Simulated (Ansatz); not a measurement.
## TiSi$_{2}$: energy along a strain

TiSi$_{2}$, Cmcm, a = 3.517 Å, b = 13.348 Å, c = 3.556 Å. This isn't the usual stable structure of the compound. Ansatz: PBEsol, PAW, 420 eV, Γ-centred 14×14×14 mesh on 6 atoms, Gaussian smearing 0.15 eV; no spin polarisation. Cell vectors (Å): 1.759 -6.674 0.000; 1.759 6.674 0.000; 0.000 0.000 3.556. The cell is strained by x per cent times the pattern (0 1 0 0 0 0) in the order xx yy zz yz xz xy (engineering shears), with fractional coordinates held. y is the free energy over the start, V0 = 13.910 Å³/atom.

| x (%) | y (meV/atom) |
| --- | --- |
| -6.00 | ? |
| -3.00 | 11.05 |
| 0.00 | 0.00 |
| 1.50 | 2.46 |
| 4.50 | 20.58 |
| 6.00 | 35.29 |

Task: Fit y = c2 x² + c3 x³ to the other rows, get the stiffness along the pattern, and predict the missing energy.

Result: Least squares on the rows shown. y = 1.1426 x² − 0.027227 x³. The clamped-ion stiffness p·C·p = 2 × 11.43 eV × 160.2 / 13.910 Å³ = 263 GPa, which is C22 in these axes. At x = -6.00 the fit asked for gives 47.01 meV/atom. The run gave 47.76 meV/atom, so the fit is 0.75 meV/atom too low, 1.6 % of the span of the series, against an rms of 0.05 meV/atom on the fitted rows. The row lies outside the fitted range. With a term in x⁴ added, a fit to the same known rows predicts 47.78 meV/atom, so most of the miss is curvature that the known rows already hold.